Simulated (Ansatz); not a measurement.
Input of an Ansatz 0.2.0 run:

Contents of input.yaml:

```yaml
crystal:
  lattice:
    - [4.58073737, 0.0, 0.0]
    - [-3.5190045719, 2.9325350255, 0.0]
    - [-0.5308663988, -1.4662675122, 4.3071330723]
  atoms:
    - { symbol: Hg, position: [0.75, 0.25, 0.5] }
    - { symbol: Te, position: [0.0, 0.0, 0.0] }
kpoints:
  mp_grid: { grid: [10, 10, 10] }
scf:
  occupations: { method: gaussian, width: 0.1 }
hamiltonian:
  xc: pbesol
  pseudopotentials: { kind: all_electron, lapw: { basis_error: 0.001 } }
output:
  forces: true
  stress: true
  eigenvalues: true
```

Potentials or basis: all-electron LAPW, scalar-relativistic.

Command:

```bash
$ ansatz run input.yaml --threads 1 --pin off --max-ram 3072MiB --backend cpu --events-out ev --progress --plain --runs-dir out
```

Estimate the pressure.

-3.3 GPa.

What does it give for the band gap on the k mesh?

None (metal or under the smearing width).

Stress tensor (GPa, compression positive):
```
-4.26  1.39  0.00
 1.39 -0.91  0.00
 0.00  0.00 -4.76
```

Spin-orbit coupling is left out, which matters for the levels of Hg, Te.
